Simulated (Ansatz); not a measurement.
SrF₂ (fluorite)

```
CELL_PARAMETERS angstrom
      0.00000     2.87905     2.87905
      2.87905     0.00000     2.87905
      2.87905     2.87905     0.00000
ATOMIC_POSITIONS crystal
  Sr 0.00000 0.00000 0.00000
  F  0.25000 0.25000 0.25000
  F  0.75000 0.75000 0.75000
```

The slice is a {100} plane (indices of the conventional cell) through the point (0.750, 0.750, 0.750) (fractional), spanned by u = [100] and v = [0 1 -1] in vectors of this cell: u (4.07 Å) and v (4.07 Å, at 90° to u). It covers one period; positions are fractions (u, v).

All values below come from PBEsol (plane waves to 420 eV, PAW, scalar-relativistic; Ansatz, a quantum-chemistry and plane-wave program). k mesh 10×10×10. These are valence fields of a PAW run, semicore shells included where kept as valence: close to a nucleus they are smooth pseudo fields. SrF2 was relaxed with its symmetry unable to fall.

**Question.** Sketch the electrostatic potential energy of an electron, from the cell's mean on this plane as a map.

**Answer.** 
```
|xxxxxxxx##*=-:.   .:-=*##xxxxxxx|
|xxxxxxxx%#*+-:.. ..:-+*#%xxxxxxx|
|xxxxxxxx%##+=-::.::-=+*#%xxxxxxx|
|xxxxxxx%@%#*+=-----=+*#%@%xxxxxx|
|xxxxxxx@@%##*++===++*##%@@xxxxxx|
|xxxxxx@@@@%##*******#%%@@@@xxxxx|
|xxxx@@@@@@@%%######%%%@@@@@@@xxx|
|##%%@@@@@@@@@%%###%%@@@@@@@@@%%#|
|####%%@@@@@@@xxxxxxx@@@@@@@%%%##|
|****##%@@@@xxxxxxxxxxx@@@@%%#***|
|==++*##%@@xxxxxxxxxxxxx@@%##*++=|
|---=+*#%@%xxxxxxxxxxxxx%@%#*+=--|
|.::-=+##%xxxxxxxxxxxxxxx%#*+=-::|
| ..:-+*#%xxxxxxxxxxxxxxx%#*+-:..|
|  .:-=*##xxxxxxxxxxxxxxx##*=-:. |
|   .-=*##xxxxxxxxxxxxxxx##*=-.  |
|  .:-=*##xxxxxxxxxxxxxxx##*=-:. |
| ..:-+*#%xxxxxxxxxxxxxxx%#*+-:..|
|.::-=+##%xxxxxxxxxxxxxxx%#*+=-::|
|---=+*#%@%xxxxxxxxxxxxx%@%#*+=--|
|==++*##%@@xxxxxxxxxxxxx@@%##*++=|
|****##%@@@@xxxxxxxxxxx@@@@%%#***|
|####%%@@@@@@@xxxxxxx@@@@@@@%%%##|
|##%%@@@@@@@@@%%###%%@@@@@@@@@%%#|
|xxxx@@@@@@@%%######%%%@@@@@@@xxx|
|xxxxxx@@@@%##*******#%%@@@@xxxxx|
|xxxxxxx@@%##*++===++*##%@@xxxxxx|
|xxxxxxx%@%#*+=-----=+*#%@%xxxxxx|
|xxxxxxxx%##+=-::.::-=+*#%xxxxxxx|
|xxxxxxxx%#*+-:.. ..:-+*#%xxxxxxx|
|xxxxxxxx##*=-:.   .:-=*##xxxxxxx|
|xxxxxxxx##*=-.     .-=*##xxxxxxx|
```
Scale: ten equal steps from 4.19 (start of ' ') to 8.28 (end of '@'), in the order ' .:-=+*#%@'. Values: electrostatic potential energy of an electron, from the cell's mean, in eV. The map has 32 points along u (one character each, u = 0 at the left) and 32 along v (v = 0 in the bottom row). Points within 1 Å of a nucleus are blanked (x), as the pseudised field means little there. The zero, the cell's mean, hangs on the PAW cores.
